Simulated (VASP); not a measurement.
NaI (strained zincblende): one r²SCAN single-point calculation in two programs

```xyz
2
Lattice="0.0839 3.5700 3.5700 3.5700 0.0839 3.5700 3.5700 3.5700 0.0839" Properties=species:S:1:pos:R:3 pbc="T T T"
Na    0.0184    0.0184    0.0184
I     1.7876    1.7876    1.7876
```

The two codes use different PAW datasets and cutoffs. VASP's cell holds 14 valence electrons and Ansatz's 26. Ansatz's stress includes a Pulay correction; VASP's doesn't.

Cutoffs: 520 eV in VASP, 500 eV in Ansatz. k meshes: 6×6×6 and 6×6×6.

|  | VASP | Ansatz |
| --- | --- | --- |
| gap between bands v and c | 4.40 eV | 4.40 eV |
| least direct gap | 4.40 eV | 4.40 eV |
| pressure | 0.1 GPa | 0.2 GPa |

Band v is the last that the valence electrons fill when counted band by band, and c is the next. Levels in eV from the top of v, Ansatz:

| point | v−1 | v | c | c+1 |
| --- | --- | --- | --- | --- |
| Γ | 0.00 | 0.00 | 4.40 | 8.35 |
| X | -0.50 | -0.40 | 5.53 | 6.83 |
| K | -0.74 | -0.40 | 6.10 | 7.47 |
| L | -0.22 | -0.16 | 6.06 | 8.09 |
| W | -0.80 | -0.50 | 6.41 | 8.10 |

VASP:

```
point    v−1      v     c   c+1
    Γ   0.00   0.00  4.40  8.34
    X  -0.49  -0.40  5.52  6.83
    K  -0.74  -0.40  6.09  7.46
    L  -0.22  -0.16  6.06  8.06
    W  -0.80  -0.50  6.40  8.09
```
